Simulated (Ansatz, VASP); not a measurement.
## Two plane-wave programs on NaCl

File INCAR:

```
  PREC = Accurate
  ENCUT = 520
  EDIFF = 1E-6
  ISMEAR = 0
  SIGMA = 0.05
  LREAL = F
  LASPH = T
  NELM = 60
  ALGO = Normal
  ISIF = 2
  LWAVE = F
  LCHARG = T
  GGA = PS
  LELF = T
  LVHAR = T
  NBANDS = 14
```

KPOINTS

```
Automatic mesh
0
Gamma
  8 8 8
```

The input POSCAR:

```
NaCl
1.0
    3.4918475029      0.0000000000      0.0000000000
    0.0000000000      3.4918475029      0.0000000000
    0.0000000000      0.0000000000      3.4918475029
Na Cl
1 1
Direct
    0.0000000000      0.0000000000      0.0000000000
    0.5000000000      0.5000000000      0.5000000000
```

Input for Ansatz:

```yaml
crystal:
  lattice:
    - [3.4918475029, 0.0, 0.0]
    - [0.0, 3.4918475029, 0.0]
    - [0.0, 0.0, 3.4918475029]
  atoms:
    - { symbol: Na, position: [0.0, 0.0, 0.0] }
    - { symbol: Cl, position: [0.5, 0.5, 0.5] }
basis:
  ecutwfc: 420
  ecutrho_ratio: 4
kpoints:
  mp_grid: { grid: [8, 8, 8] }
hamiltonian:
  xc: pbesol
scf:
  occupations: { method: gaussian, width: 0.05 }
output:
  forces: true
  stress: true
  eigenvalues: true
```

Alike in both runs: task single point; functional PBEsol; k mesh 8 × 8 × 8; occupations gaussian, width 0.05 eV; no spin polarisation.

|  | VASP | Ansatz |
| --- | --- | --- |
| version | VASP 6.6.1 | Ansatz 0.2.0 |
| potentials or method | VASP PAW PBE potentials, release 64 (Na_pv, Cl) | scalar-relativistic, plane waves, PAW |
| plane-wave cutoff (eV) | 520 | 420 |
| valence electrons in the cell | 14 | 16 |

Ansatz gave:

| Item | Value |
| --- | --- |
| gap on the k mesh at the Fermi level (eV) | 3.87 |
| least direct gap on the mesh (eV) | 4.37 |
| pressure (GPa) | -1.0 |

Problem. Which values does VASP return?

Solution. gap on the k mesh at the Fermi level (eV): 3.86; least direct gap on the mesh (eV): 4.37; pressure (GPa): -1.0.

The two sets of potentials don't hold the same shells in valence.

Caveats: the PAW data sets were made with another functional, which shifts forces and pressure a little (VASP). Expect the measured gap to be larger: semilocal functionals such as PBEsol lack the derivative discontinuity. A k mesh can miss the band edges.
